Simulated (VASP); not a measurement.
## VASP 6.6.1 run: PbS

INCAR

```
LREAL = .FALSE.
SIGMA = 0.01
IBRION = -1
NELM = 120
IVDW = 12
ISIF = 2
ISMEAR = -5
PREC = Accurate
LASPH = .TRUE.
GGA = PE
EDIFF = 1E-7
NBANDS = 17
NSW = 0
LCHARG = .FALSE.
ENCUT = 300
LWAVE = .FALSE.
```

KPOINTS

```
KPOINTS created by Atomic Simulation Environment
0
Gamma
8 8 8
0 0 0
```

POSCAR

```
Pb S
 1.0000000000000000
     0.0000000000000000    3.0469773296999998    2.9721562628000000
     3.0469773296999998    0.0000000000000000    2.9721562628000000
     3.0469773296999998    3.0469773296999998    0.0000000000000000
 Pb  S
   1   1
Cartesian
  0.0000000000000000  0.0000000000000000  0.0000000000000000
  3.0469773296999993  3.0469773296999993  2.9721562628000000
```

The recommended PBE PAW datasets give the neutral cell 20 valence electrons.

Command

```
mpirun -np 1 vasp_std
```

OSZICAR

```
N       E                     dE             d eps       ncg     rms          rms(c)
DAV:   1     0.130355427491E+03    0.13036E+03   -0.71967E+03  2070   0.807E+02
DAV:   2    -0.679648000868E+00   -0.13104E+03   -0.12723E+03  2252   0.254E+02
DAV:   3    -0.912336852205E+01   -0.84437E+01   -0.84131E+01  2569   0.719E+01
DAV:   4    -0.928652503750E+01   -0.16316E+00   -0.16303E+00  2660   0.114E+01
DAV:   5    -0.929252514454E+01   -0.60001E-02   -0.59995E-02  2955   0.192E+00    0.431E+00
DAV:   6    -0.875158582621E+01    0.54094E+00   -0.15944E+00  3082   0.769E+00    0.305E+00
DAV:   7    -0.875285269337E+01   -0.12669E-02   -0.14586E-01  2399   0.184E+00    0.181E+00
DAV:   8    -0.875654756807E+01   -0.36949E-02   -0.18600E-02  2396   0.141E+00    0.339E-01
DAV:   9    -0.875591804790E+01    0.62952E-03   -0.41021E-03  3201   0.513E-01    0.985E-02
DAV:  10    -0.875615860585E+01   -0.24056E-03   -0.43509E-04  2311   0.117E-01    0.714E-02
DAV:  11    -0.875616581657E+01   -0.72107E-05   -0.75274E-05  2830   0.933E-02    0.198E-02
DAV:  12    -0.875616676834E+01   -0.95177E-06   -0.41387E-06  2510   0.185E-02    0.206E-03
DAV:  13    -0.875616679703E+01   -0.28687E-07   -0.18189E-07  2628   0.490E-03
   1 F= -.94123851E+01 E0= -.94123851E+01  d E =0.000000E+00
```

Standard output (part)

```
POSCAR found type information on POSCAR PbS
 POSCAR found :  2 types and       2 ions
 LDA part: xc-table for (Slater+PW92), standard interpolation
 POSCAR, INCAR and KPOINTS ok, starting setup
 WAVECAR not read
 entering main loop
```

From OUTCAR

```
k-points           NKPTS =     59   k-points in BZ     NKDIM =     59   number of bands    NBANDS=     17

   NELECT =      20.0000    total number of electrons

   dimension x,y,z NGX =    24 NGY =   24 NGZ =   24
   dimension x,y,z NGXF=    48 NGYF=   48 NGZF=   48

  energy-cutoff  :      300.00
  volume of cell :       55.19
      direct lattice vectors                 reciprocal lattice vectors
     0.000000000  3.046977330  2.972156263    -0.164097053  0.164097053  0.168228032
     3.046977330  0.000000000  2.972156263     0.164097053 -0.164097053  0.168228032
     3.046977330  3.046977330  0.000000000     0.164097053  0.164097053 -0.168228032

 k-points in reciprocal lattice and weights: KPOINTS created by Atomic Simulation Env
   0.00000000  0.00000000  0.00000000       0.002
   0.12500000  0.00000000  0.00000000       0.016
   0.25000000  0.00000000  0.00000000       0.016
   0.37500000  0.00000000  0.00000000       0.016
   0.50000000  0.00000000  0.00000000       0.008
   0.12500000  0.12500000  0.00000000       0.004
   0.25000000  0.12500000  0.00000000       0.016
   0.37500000  0.12500000  0.00000000       0.016
   ...

 E-fermi :   5.1245

 k-point     1 :       0.0000    0.0000    0.0000
  band No.  band energies     occupation
      1     -11.6287      2.00000
      2     -11.6200      2.00000
      3     -11.6200      2.00000
      4     -11.6154      2.00000
      5     -11.5975      2.00000
      6      -8.0071      2.00000
      7      -1.0316      2.00000
      8       3.0686      2.00000
      9       3.2684      2.00000
     10       3.2684      2.00000
     11       9.9727      0.00000
     12       9.9727      0.00000
     13      10.5141      0.00000
     14      11.9357      0.00000
     15      11.9357      0.00000
     16      12.0847      0.00000
     17      13.8301      0.00000

 k-point     2 :       0.1250    0.0000    0.0000
  band No.  band energies     occupation
      1     -11.6272      2.00000
      2     -11.6201      2.00000
      3     -11.6181      2.00000
      4     -11.6128      2.00000
      5     -11.5995      2.00000
      6      -7.8858      2.00000
      7      -1.4029      2.00000
      8       3.1695      2.00000
      9       3.2952      2.00000
     10       3.4851      2.00000
     11       8.9613      0.00000
     12       9.3081      0.00000
     13       9.6955      0.00000
     14      11.8921      0.00000
     15      12.2954      0.00000
     16      12.3680      0.00000
     17      14.7974      0.00000

 k-point     3 :       0.2500    0.0000    0.0000
  band No.  band energies     occupation
      1     -11.6271      2.00000
      2     -11.6255      2.00000
      3     -11.6167      2.00000
      4     -11.5997      2.00000
      5     -11.5976      2.00000
      6      -7.5512      2.00000
      7      -2.2325      2.00000
      8       3.3207      2.00000
      9       3.3738      2.00000
     10       4.0289      2.00000
     11       7.4476      0.00000
     12       8.2310      0.00000
     13       8.5062      0.00000
     14      12.0425      0.00000
     15      13.1521      0.00000
     16      13.1674      0.00000
     17      16.5887      0.00000

 ...

  Total      -1.39768    -1.39768    -0.50266     0.00000    -0.00000    -0.00000
  in kB     -40.57670   -40.57670   -14.59296     0.00000    -0.00000    -0.00000
  external pressure =      -31.92 kB  Pullay stress =        0.00 kB

 POSITION                                       TOTAL-FORCE (eV/Angst)
 -----------------------------------------------------------------------------------
      0.00000      0.00000      0.00000        -0.000000      0.000000     -0.000000
      3.04698      3.04698      2.97216         0.000000     -0.000000      0.000000
 -----------------------------------------------------------------------------------
    total drift:                                0.000000     -0.000000     -0.000000

  FREE ENERGIE OF THE ION-ELECTRON SYSTEM (eV)
  ---------------------------------------------------
  free  energy   TOTEN  =        -9.4123851272 eV

  energy  without entropy=       -9.4123851272  energy(sigma->0) =       -9.41238513
```

It converged. Results: gap between bands v and c on the k mesh 0.54 eV; least direct gap on the k mesh 0.54 eV; pressure -3.2 GPa. Band v is the last that the valence electrons fill when counted band by band, and c is the next.

For comparison, a separate PBE run of the intended cell, on usual settings and not on those above, gives a gap of 0.54 eV on its mesh and a pressure of -0.9 GPa.

The run above took about 11 s on one core of a shared host (Intel Xeon Platinum 8488C) and held 0.15 GiB at most.
